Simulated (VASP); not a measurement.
# GaP (F-43m) in VASP: Born charges and dielectric tensor with LDA

Aim: the Born charges and dielectric tensor of GaP with LDA.

Program: VASP 6.6.1. These are calculated values, not measurements. Logs are shortened: lines on timing, memory, paths and dates and some standing lists are left out, and cuts for length are marked.

**Experimental background.**

From “Stacking defects in GaP nanowires: Electronic structure and optical properties”, 2018, arxiv:1810.01194, for a bulk crystal of GaP at 10 K: band gap 2.34 eV (indirect).

The results are compared with them further down.

**1. Starting point**

Symmetry: F-43m, No. 216, cubic system. Conventional cell: a = 5.393 Å, b = 5.393 Å, c = 5.393 Å, α = 90.00°, β = 90.00°, γ = 90.00°. Around Ga (site symmetry -43m) lie 4 P at 2.34 Å. P (site symmetry -43m) is surrounded by 4 Ga at 2.34 Å.

The cell is a database's computed one.

**2. Born charges and dielectric tensor, LDA**

Input file INCAR:

```
PREC = Accurate ; ENCUT = 600
EDIFF = 1E-8 ; ISMEAR = 0
SIGMA = 0.02 ; LREAL = False
LASPH = True ; NELM = 60
ALGO = Normal ; ISIF = 2
LWAVE = False ; LCHARG = False
GGA = CA ; LEPSILON = True
IBRION = 8 ; NSW = 1
```

Input file KPOINTS:

```
Automatic mesh
0
Gamma
  8 8 8
```

Input file POSCAR:

```
GaP
1.0
    0.0000000000      2.6964800000      2.6964800000
    2.6964800000      0.0000000000      2.6964800000
    2.6964800000      2.6964800000      0.0000000000
Ga P
1 1
Direct
    0.0000000000      0.0000000000      0.0000000000
    0.7500000000      0.7500000000      0.7500000000
```

Potentials or basis: VASP PAW LDA potentials, release 64 (Ga, P).

The run is started by

```sh
$ cat potpaw_LDA.64/Ga/POTCAR potpaw_LDA.64/P/POTCAR > POTCAR
$ mpirun -np 1 vasp_std > vasp.out
```

OUTCAR:

```text
PREC = Accurate
   ENCUT = 600
   EDIFF = 1E-8
   ISMEAR = 0
   LREAL = False
   LASPH = True
   NELM = 60
   ISIF = 2
   GGA = CA
   LEPSILON = True
   IBRION = 8
   NSW = 1

 ion  position               nearest neighbor table
   1  0.000  0.000  0.000-   2 2.34   2 2.34   2 2.34   2 2.34
   2  0.750  0.750  0.750-   1 2.34   1 2.34   1 2.34   1 2.34

  LATTYP: Found a face centered cubic cell.
 ALAT       =     5.3929600000

  Lattice vectors:

 A1 = (   0.0000000000,   2.6964800000,   2.6964800000)
 A2 = (   2.6964800000,   0.0000000000,   2.6964800000)
 A3 = (   2.6964800000,   2.6964800000,   0.0000000000)

Analysis of symmetry for initial positions (statically):
=====================================================================
 Subroutine PRICEL returns:
 Original cell was already a primitive cell.

 Routine SETGRP: Setting up the symmetry group for a
 face centered cubic supercell.

 Subroutine GETGRP returns: Found 24 space group operations
 (whereof 24 operations were pure point group operations)
 out of a pool of 48 trial point group operations.

The static configuration has the point symmetry T_d .

Analysis of symmetry for dynamics (positions and initial velocities):
=====================================================================
 Subroutine PRICEL returns:
 Original cell was already a primitive cell.

 Routine SETGRP: Setting up the symmetry group for a
 face centered cubic supercell.

 Subroutine GETGRP returns: Found 24 space group operations
 (whereof 24 operations were pure point group operations)
 out of a pool of 48 trial point group operations.

The dynamic configuration has the point symmetry T_d .

 Subroutine INISYM returns: Found 24 space group operations
 (whereof 24 operations are pure point group operations),
 and found     1 'primitive' translations

----------------------------------------------------------------------------------------

                                     Primitive cell

  volume of cell :      39.2122

  direct lattice vectors                    reciprocal lattice vectors
     0.000000000  2.696480000  2.696480000    -0.185426927  0.185426927  0.185426927
     2.696480000  0.000000000  2.696480000     0.185426927 -0.185426927  0.185426927
     2.696480000  2.696480000  0.000000000     0.185426927  0.185426927 -0.185426927

  length of vectors
     3.813398587  3.813398587  3.813398587     0.321168859  0.321168859  0.321168859

  position of ions in fractional coordinates (direct lattice)
     0.000000000  0.000000000  0.000000000
     0.750000000  0.750000000  0.750000000

  ion indices of the primitive-cell ions
   primitive index   ion index
                 1           1
                 2           2

----------------------------------------------------------------------------------------

 KPOINTS: Automatic mesh

Automatic generation of k-mesh.
 Grid dimensions read from file:
 generate k-points for:    8    8    8

 Generating k-lattice:

  Cartesian coordinates                     Fractional coordinates (reciprocal lattice)
    -0.023178366  0.023178366  0.023178366     0.125000000  0.000000000  0.000000000
     0.023178366 -0.023178366  0.023178366     0.000000000  0.125000000  0.000000000
     0.023178366  0.023178366 -0.023178366     0.000000000  0.000000000  0.125000000

  Length of vectors
     0.040146107  0.040146107  0.040146107

  Shift w.r.t. Gamma in fractional coordinates (k-lattice)
     0.000000000  0.000000000  0.000000000

 Subroutine IBZKPT returns following result:
 ===========================================

 Found     29 irreducible k-points:

 Following reciprocal coordinates:
            Coordinates               Weight
[... 368 lines left out ...]
  energy-cutoff  :      600.00
  volume of cell :       39.21
      direct lattice vectors                 reciprocal lattice vectors
     0.000000000  2.696480000  2.696480000    -0.185426927  0.185426927  0.185426927
     2.696480000  0.000000000  2.696480000     0.185426927 -0.185426927  0.185426927
     2.696480000  2.696480000  0.000000000     0.185426927  0.185426927 -0.185426927

 POSITION                                       TOTAL-FORCE (eV/Angst)
 -----------------------------------------------------------------------------------
      0.00000      0.00000      0.00000         0.000000      0.000000      0.000000
      4.04472      4.04472      4.04472        -0.000000     -0.000000      0.000000
 -----------------------------------------------------------------------------------
    total drift:                               -0.000000     -0.000000     -0.000000

  FREE ENERGIE OF THE ION-ELECTRON SYSTEM (eV)
  ---------------------------------------------------
  free  energy   TOTEN  =       -10.4093963526 eV

  energy  without entropy=      -10.4093963526  energy(sigma->0) =      -10.40939635

 HEAD OF MICROSCOPIC STATIC DIELECTRIC TENSOR (INDEPENDENT PARTICLE, excluding Hartree and local field effects)
 ------------------------------------------------------
          11.891440    -0.000000    -0.000000
          -0.000000    11.891440     0.000000
           0.000000    -0.000000    11.891440
 ------------------------------------------------------

 Free energy of the ion-electron system (eV)
  ---------------------------------------------------
  ---------------------------------------------------
  free energy    TOTEN  =        -1.16300868 eV

  energy without entropy =       -1.16300868

------------------------ aborting loop because EDIFF is reached ----------------------------------------

--------------------------------------- Ionic step        2  -------------------------------------------

------------------------ aborting loop because EDIFF is reached ----------------------------------------

--------------------------------------- Ionic step        3  -------------------------------------------

------------------------ aborting loop because EDIFF is reached ----------------------------------------

 PIEZOELECTRIC TENSOR FIELD DIRECTION 3  (e Angst)
 -----------------------------------------------------------------------------
    -0.00054  2.05321  0.00000           (  0.00000  0.03318  0.00000)
     2.05321 -0.00054  0.00000           (  0.03318  0.00000  0.00000)
     0.00000  0.00000 -0.00059           (  0.00000  0.00000  0.00000)

 PIEZOELECTRIC TENSOR FIELD DIRECTION 3  (C/m^2)
 -----------------------------------------------------------------------------
    -0.00022  0.83892  0.00000
     0.83892 -0.00022  0.00000
     0.00000  0.00000 -0.00024

--------------------------------------- Ionic step        4  -------------------------------------------

------------------------ aborting loop because EDIFF is reached ----------------------------------------

[... ionic steps 5 to 6 ...]

--------------------------------------- Ionic step        7  -------------------------------------------

 Free energy of the ion-electron system (eV)
  ---------------------------------------------------
  ---------------------------------------------------
  free energy    TOTEN  =        -0.04763794 eV

  energy without entropy =       -0.04763794

------------------------ aborting loop because EDIFF is reached ----------------------------------------

 INTERNAL STRAIN TENSOR  FOR ION    2  DIRECTION 1   (eV/Angst):
 -----------------------------------------------------------------------------
    -0.01172  0.00000  0.00000
     0.00000  0.00866  8.99694
     0.00000  8.99694  0.00866

 MACROSCOPIC STATIC DIELECTRIC TENSOR (including local field effects in DFT)
 ------------------------------------------------------
          11.150485    -0.000000    -0.000000
          -0.000000    11.150485     0.000000
          -0.000000    -0.000000    11.150485
 ------------------------------------------------------

 PIEZOELECTRIC TENSOR (including local field effects)  for field in x, y, z        (e  Angst)
          XX          YY          ZZ          XY          YZ          ZX
  --------------------------------------------------------------------------------
  x    -0.00000    -0.00000    -0.00000     0.00000     2.05317     0.00000
  y     0.00000    -0.00000     0.00000     0.00000     0.00000     2.05317
  z    -0.00000    -0.00000    -0.00000     2.05317     0.00000     0.00000

 PIEZOELECTRIC TENSOR (including local field effects)  for field in x, y, z        (C/m^2)
          XX          YY          ZZ          XY          YZ          ZX
  --------------------------------------------------------------------------------
  x    -0.00000    -0.00000    -0.00000     0.00000     0.83891     0.00000
  y     0.00000    -0.00000     0.00000     0.00000     0.00000     0.83891
  z    -0.00000    -0.00000    -0.00000     0.83891     0.00000     0.00000

 BORN EFFECTIVE CHARGES (including local field effects) (in |e|, cummulative output)
 ---------------------------------------------------------------------------------
 ion    1
    1     2.22567     0.00000    -0.00000
    2    -0.00000     2.22567     0.00000
    3     0.00000     0.00000     2.22567
 ion    2
    1    -2.22567     0.00000     0.00000
    2     0.00000    -2.22567    -0.00000
    3    -0.00000    -0.00000    -2.22567

 INTERNAL STRAIN TENSOR FOR ION    2 for displacements in x,y,z  (eV/Angst):
          X           Y           Z          XY          YZ          ZX
  --------------------------------------------------------------------------------
  x    -0.00000     0.00000     0.00000     0.00000     8.99694     0.00000
  y    -0.00000    -0.00000    -0.00000     0.00000     0.00000     8.99694
  z     0.00000     0.00000    -0.00000     8.99694     0.00000     0.00000

 SECOND DERIVATIVES (NOT SYMMETRIZED)
 ------------------------------------
               1X          1Y          1Z          2X          2Y          2Z
  1X   -11.166479    0.000000    0.000000   11.166479    0.000000    0.000000
  1Y     0.000000  -11.166479    0.000000    0.000000   11.166479    0.000000
  1Z     0.000000    0.000000  -11.166479    0.000000    0.000000   11.166479
  2X    11.161284    0.000000    0.000000  -11.161284    0.000000    0.000000
  2Y     0.000000   11.161284    0.000000    0.000000  -11.161284    0.000000
  2Z     0.000000    0.000000   11.161284    0.000000    0.000000  -11.161284

 Eigenvectors and eigenvalues of the dynamical matrix
 ----------------------------------------------------

   1 f  =   11.278737 THz    70.866396 2PiTHz  376.218175 cm-1    46.645088 meV
             X         Y         Z           dx          dy          dz
      0.000000  0.000000  0.000000    -0.495571   -0.249208    0.000000
      4.044720  4.044720  4.044720     0.743351    0.373810    0.000000
[... 21 lines left out ...]
   6 f/i=    0.001211 THz     0.007610 2PiTHz    0.040400 cm-1     0.005009 meV
             X         Y         Z           dx          dy          dz
      0.000000  0.000000  0.000000     0.341163   -0.532620    0.540582
      4.044720  4.044720  4.044720     0.227443   -0.355082    0.360391

--------------------------------------------------------------------------------------------------------

 MACROSCOPIC STATIC DIELECTRIC TENSOR IONIC CONTRIBUTION
 ------------------------------------------------------
           2.047628    -0.000000     0.000000
          -0.000000     2.047628     0.000000
           0.000000     0.000000     2.047628
 ------------------------------------------------------

 ELASTIC MODULI CONTR FROM IONIC RELAXATION (kBar)
 Direction    XX          YY          ZZ          XY          YZ          ZX
 --------------------------------------------------------------------------------
 XX          -0.0000      0.0000      0.0000     -0.0000      0.0000      0.0000
 YY           0.0000     -0.0000     -0.0000     -0.0000     -0.0000      0.0000
 ZZ           0.0000     -0.0000     -0.0000      0.0000     -0.0000      0.0000
 XY          -0.0000     -0.0000      0.0000   -294.3381      0.0000      0.0000
 YZ           0.0000     -0.0000     -0.0000      0.0000   -294.3381      0.0000
 ZX           0.0000      0.0000      0.0000      0.0000      0.0000   -294.3381
 --------------------------------------------------------------------------------

 PIEZOELECTRIC TENSOR IONIC CONTR  for field in x, y, z        (C/m^2)
          XX          YY          ZZ          XY          YZ          ZX
  --------------------------------------------------------------------------------
  x     0.00000    -0.00000    -0.00000     0.00000    -0.73050     0.00000
  y     0.00000     0.00000     0.00000    -0.00000     0.00000    -0.73050
  z    -0.00000    -0.00000     0.00000    -0.73050    -0.00000    -0.00000
```

Wall time 2.7 min (1 thread of Intel Xeon Platinum 8375C at 2.90GHz (Ice Lake), shared host); peak memory 0.25 GiB.

What came out:

```yaml
Band_gap_on_the_k_mesh: 1.44 eV, indirect (least direct gap 1.98 eV)
Electronic_dielectric_tensor_diagonal: 11.15
Born_charges_mean_of_the_diagonal: Ga +2.23; P -2.23 e
Highest_phonon_frequency_at_Γ_LO-TO_splitting_left_out: 376 cm⁻¹
```

Phonon frequencies in cm⁻¹ (negative: imaginary):
```csv
q point,frequencies
"(0.000, 0.000, 0.000)",0 0 0 376 376 376
```

Electronic dielectric tensor:
```
11.15  0.00  0.00
 0.00 11.15  0.00
 0.00  0.00 11.15
```

Born effective charge tensors (e):
atom 1, Ga
```
2.23 0.00 0.00
0.00 2.23 0.00
0.00 0.00 2.23
```
atom 2, P
```
-2.23  0.00  0.00
 0.00 -2.23  0.00
 0.00  0.00 -2.23
```

**3. Comparison with measurements**

Step 2. Against the measured gap of GaP, 2.34 eV (indirect; 10 K; quoted in “Stacking defects in GaP nanowires: Electronic structure and optical properties”, 2018, arxiv:1810.01194), the calculated 1.44 eV is off by -0.90 eV. Spin-orbit coupling on Ga is left out. The value is that of LDA on a finite k mesh, which can miss the band edges, without temperature or zero-point motion. Semilocal functionals fall short of measured gaps as a rule. The cell is a database's relaxed one, not the measured one, which moves gaps too.
